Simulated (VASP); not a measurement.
# NaF in VASP 6.6.1, single-point calculation

INCAR

```
IBRION = -1
LCHARG = .FALSE.
ENCUTT = 520
LWAVE = .FALSE.
EDIFF = 1E-7
ISMEAR = -1
ISIF = 2
GGA = PE
PREC = Accurate
NELM = 51
NBANDS = 14
SIGMA = 0.02
LASPH = .TRUE.
NSW = 0
LREAL = .FALSE.
```

KPOINTS

```
KPOINTS created by Atomic Simulation Environment
0
Gamma
8 8 8
0 0 0
```

POSCAR

```
Na F
 1.0000000000000000
    -0.0403965482000000    2.5217462002000000    2.5217462002000000
     2.5217462002000000   -0.0403965482000000    2.5217462002000000
     2.5217462002000000    2.5217462002000000   -0.0403965482000000
 Na  F
   1   1
Cartesian
 -0.0089246222171929 -0.0089246222171929 -0.0089246222171929
  1.2596985852671925  1.2596985852671925  1.2596985852671925
```

The recommended PBE PAW datasets give the neutral cell 14 valence electrons.

Command

```
mpirun -np 1 vasp_std
```

Q: How does this run end, and what does it give?

A: It converged. Results: gap between bands v and c on the k mesh 5.57 eV; least direct gap on the k mesh 5.57 eV; pressure -4.2 GPa. Band v is the last that the valence electrons fill when counted band by band, and c is the next.

OSZICAR

```
N       E                     dE             d eps       ncg     rms          rms(c)
DAV:   1     0.966758730707E+02    0.96676E+02   -0.66798E+03  1916   0.941E+02
DAV:   2    -0.425775793609E+01   -0.10093E+03   -0.93413E+02  2000   0.293E+02
DAV:   3    -0.950548479657E+01   -0.52477E+01   -0.52372E+01  2276   0.638E+01
DAV:   4    -0.955056118880E+01   -0.45076E-01   -0.45075E-01  2006   0.664E+00
DAV:   5    -0.955108528596E+01   -0.52410E-03   -0.52410E-03  2342   0.707E-01    0.577E+00
DAV:   6    -0.841701174436E+01    0.11341E+01   -0.38039E+00  2550   0.155E+01    0.209E+00
DAV:   7    -0.839517965714E+01    0.21832E-01   -0.34410E-02  1880   0.203E+00    0.123E+00
DAV:   8    -0.840358310894E+01   -0.84035E-02   -0.42187E-02  1934   0.320E+00    0.189E-01
DAV:   9    -0.840667753665E+01   -0.30944E-02   -0.91819E-03  2204   0.991E-01    0.180E-01
DAV:  10    -0.840619019458E+01    0.48734E-03   -0.32415E-03  2108   0.755E-01    0.180E-02
DAV:  11    -0.840619389295E+01   -0.36984E-05   -0.75259E-05  2060   0.919E-02    0.541E-03
DAV:  12    -0.840619838511E+01   -0.44922E-05   -0.16168E-05  1940   0.344E-02    0.590E-03
DAV:  13    -0.840619799660E+01    0.38850E-06   -0.17410E-06  2372   0.136E-02    0.888E-04
DAV:  14    -0.840619798720E+01    0.94008E-08   -0.10069E-07  1940   0.382E-03
   1 F= -.84061980E+01 E0= -.84061980E+01  d E =-.234358E-13
```

These settings aren't sound, so the numbers aren't properties of the crystal.

The fault: misspelt tag.

On sound settings PBE gives a gap of 5.54 eV on its mesh and a pressure of 1.4 GPa for the intended cell. This run's energy (σ→0) differs from it by -9 meV an atom.
